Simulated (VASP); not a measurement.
Set up this calculation in VASP 6.6.1, as the native input.

```yaml
Task: single point
Functional: PBE
Dispersion: D3(BJ)
Potentials_or_basis: VASP PAW PBE potentials, release 64 (Sn_d, S)
Cutoff: 520 eV
k_mesh: 12 × 12 × 6
Occupations: gaussian, width 0.02 eV
Spin: no spin polarisation
Further_INCAR_settings: ALGO = Fast; EDIFF = 1e-07; NBANDS = 20
```

The structure of SnS2 lies in POSCAR:

```
SnS2
1.0
    3.6390000000      0.0000000000      0.0000000000
   -1.8195000000      3.1514664400      0.0000000000
    0.0000000000      0.0000000000      5.8680000000
Sn S
1 2
Direct
    0.0000000000      0.0000000000      0.0000000000
    0.3333333300      0.6666666700      0.2500000000
    0.6666666700      0.3333333300      0.7500000000
```

One way to write it, as run:

INCAR

```
  PREC = Accurate
  ENCUT = 520
  EDIFF = 1E-7
  ISMEAR = 0
  SIGMA = 0.02
  LREAL = False
  LASPH = True
  NELM = 100
  ALGO = Fast
  ISIF = 2
  LWAVE = False
  LCHARG = False
  GGA = PE
  IVDW = 12
  NBANDS = 20
```

KPOINTS

```
Automatic mesh
0
Gamma
  12 12 6
```

Potentials or basis: VASP PAW PBE potentials, release 64 (Sn_d, S).

Command:

```bash
$ cat potpaw_PBE.64/Sn_d/POTCAR potpaw_PBE.64/S/POTCAR > POTCAR
$ mpirun -np 1 vasp_std > vasp.out
```

It gave:

```json
{"Pressure": "1.7 GPa", "Largest force": "0.253 eV/Å", "Band gap on the k mesh": "1.43 eV, indirect (least direct gap 1.96 eV)", "Dispersion energy per atom": "-0.330 eV"}
```

Caveat: spin-orbit coupling is left out, which moves the levels of the heavy elements.

Wall time 100 s on 1 thread of Intel(R) Xeon(R) Platinum 8488C (Sapphire Rapids), on a shared host, peak memory 0.27 GiB.
